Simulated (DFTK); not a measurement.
# CoO (R-3m) in DFTK: reference runs

Aim: a first look at CoO with PBE, on the cell as given.

All numbers are computed with DFTK 0.8.2; they aren't measurements. Logs are shortened: lines on timing, memory, paths and dates and some standing lists are left out, and cuts for length are marked.

## (1) Starting point

It takes space group R-3m (No. 166, trigonal). The conventional cell has a = 3.011 Å, b = 3.011 Å, c = 7.320 Å, α = 90.00°, β = 90.00°, γ = 120.00°. Co (site symmetry -3m) has 6 O at 2.12 Å as nearest neighbours. O (site symmetry -3m) has 6 Co at 2.12 Å as nearest neighbours.

The cell is a database's computed one.

## (2) Single point, PBE, collinear spin, ferromagnetic start

File run.jl:

```julia
using DFTK
using PseudoPotentialData
using Unitful, UnitfulAtomic
using LinearAlgebra, Printf
include("save.jl")
disable_threading()

# lattice vectors are the columns
lattice = austrip(1u"Å") * [  1.5054695445  -1.5054695445            0.0;
             0.8691832468   0.8691832468  -1.7383664936;
             2.4399269062   2.4399269062   2.4399269062]
symbols   = [:Co, :O]
positions = [[0.0, 0.0, 0.0],
             [0.5, 0.5, 0.5]]
pseudopotentials = PseudoFamily("dojo.nc.sr.pbe.v0_4_1.standard.upf")
elements = Dict(s => ElementPsp(s, pseudopotentials) for s in unique(symbols))
atoms    = [elements[s] for s in symbols]
magnetic_moments = [2.0, 0.0]

build_model(lattice, positions; symmetries=true) =
    model_DFT(lattice, atoms, positions;
              functionals=PBE(),
              magnetic_moments,
              spin_polarization=:collinear,
              temperature=austrip(0.05u"eV"),
              smearing=Smearing.FermiDirac(),
              symmetries)
Ecut  = 48.0  # hartree
kgrid = [11, 11, 11]
tol   = 1e-6
to_GPa = ustrip(uconvert(u"GPa", 1u"hartree/bohr^3"))

model = build_model(lattice, positions)
basis = PlaneWaveBasis(model; Ecut, kgrid)
display(basis)
scfres = self_consistent_field(basis;
                               tol,
                               ρ=guess_density(basis, magnetic_moments),
                               nbandsalg=AdaptiveBands(model; n_bands_converge=17))
display(scfres.energies)
@printf "Fermi level: %.6f eV\n" ustrip(auconvert(u"eV", something(scfres.εF, NaN)))
forces = compute_forces_cart(scfres)
println("Forces (eV/Å)")
for (s, f) in zip(symbols, forces)
    @printf "%-3s %12.6f %12.6f %12.6f\n" s ustrip.(auconvert.(u"eV/Å", f))...
end
stress = compute_stresses_cart(scfres)
println("Stress (GPa)")
display(round.(stress * to_GPa; digits=4))
@printf "Total moment: %.4f μB\n" sum(spin_density(scfres.ρ)) * scfres.basis.dvol
println("Levels at the first k-point (eV): ", round.(ustrip.(auconvert.(u"eV", scfres.eigenvalues[1][1:scfres.n_bands_converge])); digits=4))
save_scf!(scfres; forces, stress)
```

Potentials or basis: dojo.nc.sr.pbe.v0_4_1.standard.upf (PBE).

Launch:

```
$ julia --threads=1 run.jl  # save.jl only writes the numbers to a file and isn't shown; printed stress counts tension as positive; times include loading and compiling
```

The log of the run:

```text
PlaneWaveBasis discretization:

    Ecut                 : 48.0 Ha
    fft_size             : (40, 40, 40), 64000 total points
    kgrid                : MonkhorstPack([11, 11, 11])
    num.   red. kpoints  : 1331
    num. irred. kpoints  : 146

    Discretized Model(gga_x_pbe+gga_c_pbe, 3D):
        lattice (in Bohr)    : [2.84493   , -2.84493  , 0         ]
                               [1.64252   , 1.64252   , -3.28504  ]
                               [4.61079   , 4.61079   , 4.61079   ]
        unit cell volume     : 129.27 Bohr³

        atoms                : CoO
        pseudopot. family    : PseudoFamily("dojo.nc.sr.pbe.v0_4_1.standard.upf")

        num. electrons       : 23
        spin polarization    : collinear
        temperature          : 0.0018375 Ha
        smearing             : DFTK.Smearing.FermiDirac()

        terms                : Kinetic()
                               AtomicLocal()
                               AtomicNonlocal()
                               Ewald(nothing)
                               PspCorrection()
                               Hartree()
                               Xc(gga_x_pbe, gga_c_pbe)
                               Entropy()
n     Energy            log10(ΔE)   log10(Δρ)   Magnet   |Magn|   Diag   Δtime
---   ---------------   ---------   ---------   ------   ------   ----   ------
  1   -169.4776638170                   -0.56    2.648    2.648    4.5    67.8s
  2   -169.5285391595       -1.29       -0.88    2.820    2.823    1.7    32.2s
  3   -169.5332830305       -2.32       -1.32    2.954    2.968    2.8    44.9s
  4   -169.5335298003       -3.61       -1.74    2.981    3.000    1.0    30.6s
  5   -169.5335586855       -4.54       -2.13    2.981    3.002    1.0    29.6s
  6   -169.5335599922       -5.88       -2.85    2.983    3.005    1.6    33.2s
  7   -169.5335624993       -5.60       -3.03    2.983    3.005    2.1    35.9s
  8   -169.5335633721       -6.06       -3.44    2.984    3.006    1.6    40.7s
  9   -169.5335633916       -7.71       -3.58    2.984    3.005    1.1    31.7s
 10   -169.5335634066       -7.82       -3.96    2.984    3.005    1.6    32.3s
 11   -169.5335634074       -9.10       -4.09    2.984    3.005    1.5    32.4s
 12   -169.5335634087       -8.88       -4.32    2.984    3.005    1.0    28.2s
 13   -169.5335634091       -9.37       -4.71    2.984    3.005    1.1    28.1s
 14   -169.5335634091   +  -10.51       -5.21    2.984    3.005    1.6    32.4s
 15   -169.5335634091      -10.82       -5.52    2.984    3.005    1.8    33.9s
 16   -169.5335634092      -10.68       -5.99    2.984    3.005    1.3    29.9s
 17   -169.5335634091   +  -12.43       -6.27    2.984    3.005    1.7    33.1s
Energy breakdown (in Ha):
    Kinetic             79.3276597
    AtomicLocal         -138.1084232
    AtomicNonlocal      -21.7210732
    Ewald               -106.6716796
    PspCorrection       4.4375636
    Hartree             45.4444288
    Xc                  -32.2408963
    Entropy             -0.0011432

    total               -169.533563409150
Fermi level: 9.100203 eV
Forces (eV/Å)
Co     -0.000000    -0.000000    -0.000000
O       0.000000    -0.000000    -0.000000
Stress (GPa)
3×3 StaticArraysCore.SMatrix{3, 3, Float64, 9} with indices SOneTo(3)×SOneTo(3):
 -0.1057  -0.0     -0.0
 -0.0     -0.1057  -0.0
  0.0     -0.0      0.2482
Total moment: 2.9836 μB
Levels at the first k-point (eV): [-87.6991, -51.0503, -51.0503, -51.0373, -11.2039, 5.6347, 5.6347, 5.8359, 5.8359, 5.854, 5.854, 5.8843, 5.9004, 10.0916, 25.8936, 27.099, 27.099]
```

Wall time 17 min (1 thread of Intel Xeon Platinum 8259CL at 2.50GHz (Skylake/Cascade Lake), shared host); peak memory 3.2 GiB.

Results:

| Item | Value |
| --- | --- |
| Free energy | -4613.2433 eV |
| Pressure | 0.0 GPa |
| Band gap on the k mesh | none (metal or under the smearing width) |
| Net moment | 2.98 μB per cell |
| Absolute moment | 3.01 μB per cell |
| Site moments | Co +2.62; O +0.36 μB |

Levels at points of the mesh, in eV from the Fermi level:
Spin up:
```
           k point  band 11  band 12  band 13  band 14  band 15  band 16
(0.00, 0.00, 0.00)    -3.25    -3.22    -3.20     0.99    16.79    18.00
```
Spin down:
| k point | band 8 | band 9 | band 10 | band 11 | band 12 | band 13 |
| --- | --- | --- | --- | --- | --- | --- |
| (0.00, 0.00, 0.00) | -2.59 | -1.12 | -1.12 | -1.09 | 0.04 | 0.04 |

Caveat: a cell with one magnetic atom can't hold antiferromagnetic order, which such compounds often take; semilocal functionals often make such compounds metallic where correlation or magnetic order opens a gap, which also shifts bond lengths.
